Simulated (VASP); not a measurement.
A run of VASP 6.6.1 is set up as follows.

INCAR

```
SYSTEM = Ge
ALGO = Normal ; EDIFF = 1E-6
EDIFFG = -0.01 ; ENCUT = 600
IBRION = 2 ; ISIF = 3
ISMEAR = 0 ; LASPH = .True.
LCHARG = .False. ; LMIXTAU = .True.
LREAL = .False. ; LWAVE = .False.
METAGGA = R2SCAN ; NELM = 80
NSW = 90 ; PREC = Accurate
SIGMA = 0.03
```

The input KPOINTS:

```
k-points
0
Gamma
  10 10 10
  0 0 0
```

Contents of POSCAR:

```
Ge
1.0
    0.0000000000      2.8289100000      2.8289100000
    2.8289100000      0.0000000000      2.8289100000
    2.8289100000      2.8289100000      0.0000000000
Ge
2
Direct
    0.0000000000      0.0000000000      0.0000000000
    0.2500000000      0.2500000000      0.2500000000
```

Potentials or basis: VASP PAW PBE potentials, release 64 (Ge_d).

Run with:

```sh
$ cat potpaw_PBE.64/Ge_d/POTCAR > POTCAR
$ mpirun -np 1 vasp_std > vasp.out
```

(1) Estimate the space group after relaxing (to 0.05 Å).

(2) What does it give for the relaxed volume?

(3) Predict the relaxed cell.

(4) Predict the band gap on the k mesh.

Answers

(1) Fd-3m (No. 227).

(2) 22.87 Å³/atom.

(3) a = 4.014 Å, b = 4.014 Å, c = 4.014 Å, α = 60.00°, β = 60.00°, γ = 60.00°.

(4) 0.31 eV, direct.

Caveat: the PAW data sets were made with another functional, which shifts forces and pressure a little.
